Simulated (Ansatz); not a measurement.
Runs of Ansatz 0.2.0 on TiB2. Symmetry: P6/mmm, No. 191, hexagonal system. Conventional cell: a = 3.029 Å, b = 3.029 Å, c = 3.228 Å, α = 90.00°, β = 90.00°, γ = 120.00°. Ti (site symmetry 6/mmm) has 12 B at 2.38 Å as nearest neighbours. Around B (site symmetry -6m2) lie 3 B at 1.75 Å. 

| task | level | U | k mesh | cutoff (eV) | smearing | basis error allowed | mesh quality | gap on the mesh (eV) | pressure (GPa) | V0 of scaled cells (Å³/atom) | B0 (GPa) |
| --- | --- | --- | --- | --- | --- | --- | --- | --- | --- | --- | --- |
| single point | PBEsol | - | 10 × 10 × 8 | 311 | fermi-dirac 0.05 eV | 0.001 eV/atom | not flagged | none | -5.1 | - | - |
| density of states | PBEsol+U | Ti d U = 2 eV | 10 × 10 × 8 | 282 | fermi-dirac 0.05 eV | 0.002 eV/atom | not flagged | none | -3.4 | - | - |
| density of states | PBEsol+U | Ti d U = 8 eV | 10 × 10 × 8 | 282 | fermi-dirac 0.05 eV | 0.002 eV/atom | not flagged | none | 2.9 | - | - |
| band structure | PBEsol | - | 10 × 10 × 8 | 282 | fermi-dirac 0.05 eV | 0.002 eV/atom | not flagged | - | -5.1 | - | - |
| equation of state | PBEsol | - | 10 × 10 × 8 | - | fermi-dirac 0.05 eV | 0.002 eV/atom | not flagged | - | - | (c) | 267 |
| phonons | PBEsol | - | 10 × 10 × 8 | 297 | fermi-dirac 0.05 eV | 0.002 eV/atom | not flagged | none | - | - | - |
| single point | PBEsol | - | 6 × 6 × 5 | 282 | fermi-dirac 0.03 eV | 0.002 eV/atom | coarse | none | -4.9 | - | - |
| equation of state | PBE | - | 10 × 10 × 8 | - | fermi-dirac 0.05 eV | 0.001 eV/atom | not flagged | - | - | 8.56 | (b) |
| single point | PBE | - | 10 × 10 × 8 | 310 | fermi-dirac 0.05 eV | 0.001 eV/atom | not flagged | none | 0.3 | - | - |
| band structure | LDA | - | 10 × 10 × 8 | 285 | fermi-dirac 0.05 eV | 0.002 eV/atom | not flagged | - | (a) | - | - |
| density of states | PBEsol+U | Ti d U = 6 eV | 10 × 10 × 8 | 282 | fermi-dirac 0.05 eV | 0.002 eV/atom | not flagged | none | 0.6 | - | - |
| equation of state | LDA | - | 10 × 10 × 8 | - | fermi-dirac 0.05 eV | 0.002 eV/atom | not flagged | - | - | 8.19 | 281 |

Alike in all rows: potentials or basis all-electron LAPW, scalar-relativistic; no spin polarisation; cell as given.

Question: Estimate the missing entries.

Answer: (a) -11.2; (b) 255; (c) 8.38.

Caveats: some runs use coarse meshes; U is the effective U less J, on atomic orbitals that reach past the spheres (some runs); U without spin polarisation on a metal has little footing (some runs); the U is typed as a test and isn't derived for this compound (some runs); the cell was scaled at fixed shape and fractional positions, which overstates the stiffness of a crystal with free parameters, most of all of layers and chains (some runs); a metal's response needs a denser mesh (some runs); the k mesh is thin for a metal, which can move the energy by tens of meV per atom (some runs).

A k mesh can miss the band edges.

A gap of «none» marks a metal or a gap under the smearing width.

Not every run made on this cell is shown here.
